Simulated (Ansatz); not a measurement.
# Strain response of Sb

The calculation used DFT PBE, scalar-relativistic, plane waves, PAW (Ansatz 0.2.0). Settings: 420 eV cutoff, 14×10×10 k-mesh, Gaussian smearing of 0.10 eV, no spin polarisation.

Starting point, cell and atoms relaxed:

```xyz
2
Lattice="3.1105 0.0000 0.0000 0.0000 4.3964 0.0000 -0.0095 0.0000 4.3951" Properties=species:S:1:pos:R:3 pbc="T T T"
Sb   -0.0066    3.2973    3.2960
Sb    3.1075    1.0991    1.0991
```

Deformation: uniaxial strain along a, with the lengths of b and c and the atoms relaxed and the angles held, all within the symmetry that the strain leaves. Energies are extrapolated to zero smearing. Stress is positive in compression, on the Cartesian axes of the cell above.

Strains computed: -6.0, -4.0, -2.0, +2.0, +4.0, +6.0 %.

At which strain does the energy stand 19.0 meV/atom over the relaxed crystal with σxx = -4.79, σyy = 0.00, σzz = 0.00, σyz = 0.00, σxz = 0.03, σxy = 0.00 GPa?

+4.0 %.

This simple cubic form isn't the element's structure at ambient conditions.